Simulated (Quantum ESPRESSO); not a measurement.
The system is V.

```
V
1.0
     2.60429    0.00000    0.00000
    -1.30215    2.25538    0.00000
     0.00000    0.00000    4.72334
V
2
Cartesian
  0.0000 1.5036 1.1808
  1.3021 0.7518 3.5425
```

This isn't the form of V at room conditions, which is bcc.

```yaml
Program: Quantum ESPRESSO 7.5
Task: single point
Functional: PBE
Potentials_or_basis: SSSP 1.3 efficiency PBE
Cutoff: 748 eV
Density_cutoff: 5987 eV
k_mesh: 12 × 12 × 6
Occupations: fermi-dirac, width 0.05 eV
Spin: collinear spin, ferromagnetic start
Starting_moments: "[2.0, 2.0] μB"
```

On this cell: pressure -0.7 GPa; largest force under 0.003 eV/Å; net moment 0.00 μB per cell; band gap on the k mesh none (metal or under the smearing width).

The same run follows on a disturbed copy (atoms moved at random, drawn with an rms of 0.05 Å):

```
V
1.0
     2.60429    0.00000    0.00000
    -1.30215    2.25538    0.00000
     0.00000    0.00000    4.72334
V
2
Cartesian
  0.0087 1.5067 1.1727
  1.2929 0.7562 3.5062
```

What does the disturbed cell give?

The energy (extrapolated to zero smearing) moves by +1.9 meV/atom; pressure -0.6 GPa; largest force 0.271 eV/Å; net moment 0.00 μB per cell; band gap on the k mesh none (metal or under the smearing width).

Forces on the atoms (eV/Å):
```
V    0.016  0.000 -0.270
V   -0.016  0.000  0.270
```

Stress tensor (GPa, compression positive):
```
-0.24 -0.38 -0.04
-0.38 -0.30  0.00
-0.04  0.00 -1.32
```
